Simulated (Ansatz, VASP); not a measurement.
Pd: VASP beside Ansatz

```xyz
1
Lattice="0.0000 1.9402 1.9402 1.9402 0.0000 1.9402 1.9402 1.9402 0.0000" Properties=species:S:1:pos:R:3 pbc="T T T"
Pd    0.0000    0.0000    0.0000
```

Alike in both runs: functional PBEsol; k mesh 16 × 16 × 16; occupations fermi-dirac, width 0.15 eV; no spin polarisation.

Ansatz relaxed the structure, and its values are those at the end. VASP's run is a single point on that final structure, the one shown.

|  | VASP | Ansatz |
| --- | --- | --- |
| version | VASP 6.6.1 | Ansatz 0.2.0 |
| potentials or method | VASP PAW PBE potentials, release 64 (Pd) | scalar-relativistic, plane waves, PAW |
| plane-wave cutoff (eV) | 520 | 420 |
| valence electrons in the cell | 10 | 18 |

VASP gave:

- gap on the k mesh at the Fermi level (eV): none
- pressure (GPa): -0.3

Problem. Estimate Ansatz's values.

Solution. gap on the k mesh at the Fermi level (eV): none; pressure (GPa): 0.0.

A gap of «none» marks a metal or a gap that the smearing closes. With one functional, cell and mesh, what is left measures potentials, basis and numerics. The two sets of potentials don't hold the same shells in valence. Ansatz warned: «pseudo_functional_mismatch».

Caveats: the PAW data sets were made with another functional, which shifts forces and pressure a little (VASP).
